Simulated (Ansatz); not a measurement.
# Palladium, hcp under revPBE: from relaxation to bulk modulus

Aim: take palladium in the hcp structure, relax it, solve it on a dense k-mesh, then scale the cell to 7 volumes from 88 to 112 % of the relaxed one and try a fit of the equation of state. The start is antiferromagnetic (alternate layers). The k-meshes are 13×13×7 for the relaxation; 21×21×11 for the dense run; 15×15×8 for the volumes.

This is Pd in the hcp structure; at room conditions it is fcc.

Computed with Ansatz 0.2.0 (DFT revPBE, plane waves (420 eV) with PAW, scalar-relativistic; the PAW data stem from PBE, with regenerated cores, unless a step says otherwise).

### Step 1. The starting structure

It takes space group P6_3/mmc (No. 194, hexagonal). The conventional cell has a = 2.751 Å, b = 2.751 Å, c = 4.492 Å, α = 90.00°, β = 90.00°, γ = 120.00°. Around Pd (site symmetry -6m2) lie 12 Pd at 2.75 Å.

Coordinates:

```
Pd
1.0
     2.75050    0.00000    0.00000
    -1.37525    2.38200    0.00000
     0.00000    0.00000    4.49157
Pd
2
Direct
  0.33333 0.66667 0.25000
  0.66667 0.33333 0.75000
```

Starting moments (μB): +0.5, -0.5.

### Step 2. Relaxing cell and atoms

File input.yaml:

```yaml
crystal:
  lattice:
    - [2.7505001182, 0.0, 0.0]
    - [-1.3752500591, 2.3820029755, 0.0]
    - [0.0, 0.0, 4.4915666931]
  atoms:
    - { symbol: Pd, position: [0.3333333333, 0.6666666667, 0.25], spin: 0.5 }
    - { symbol: Pd, position: [0.6666666667, 0.3333333333, 0.75], spin: -0.5 }
hamiltonian:
  xc: revpbe
  pseudopotentials:
    kind: paw
    azcp:
      Pd: "pseudopotentials/Pd.paw.azcp"
basis:
  ecutwfc: 420
  fft_grid_basis: typed
kpoints:
  mp_grid: { grid: [13, 13, 7], shift: [0, 0, 0] }
magnetization:
  spin_polarized: true
scf:
  occupations: { method: fermi_dirac, width: 0.05 }
relax:
  max_steps: 60
  f_tol: 0.01
  cell: {}
```

After this run come: Dense single point; The cell scaled to 88 % of its volume; The cell scaled to 92 % of its volume; The cell scaled to 96 % of its volume; The cell scaled to 100 % of its volume; The cell scaled to 104 % of its volume; The cell scaled to 108 % of its volume; The cell scaled to 112 % of its volume.

**Question.** What will these runs give? Wanted: space group; conventional cell; volume; shortest distance; gap on the mesh; magnetic state; relative to fcc; V₀, B₀, B₀′.

**Answer**, as computed:

| quantity | value |
| --- | --- |
| space group (spins left aside) | P6_3/mmc (No. 194) |
| conventional cell | a = 2.786 Å, c = 4.679 Å (c/a = 1.679) |
| volume | 15.728 Å³/atom |
| shortest distance | 2.786 Å |
| gap on the mesh | none (levels filled in part) |
| magnetic state | ferromagnetic, up to 0.35 μB per atom |
| relative to fcc | +29 meV/atom |
| V₀, B₀, B₀′ | 15.749 Å³/atom, 150 GPa, 5.4 |

What this shows: From the guessed start the volume grew by 6.9 % in 7 steps. It lies 29 meV/atom above the element's reference form at the same level (fcc, from a run of its own). It ends ferromagnetic, with up to 0.35 μB per atom. That is not the order it started in. No gap shows: it is a metal or semimetal at this level. B₀ comes out at 150 GPa; letting shape and positions relax at each volume could only lower it. The symmetry was held, so the structure may be unstable against distortions that break it.
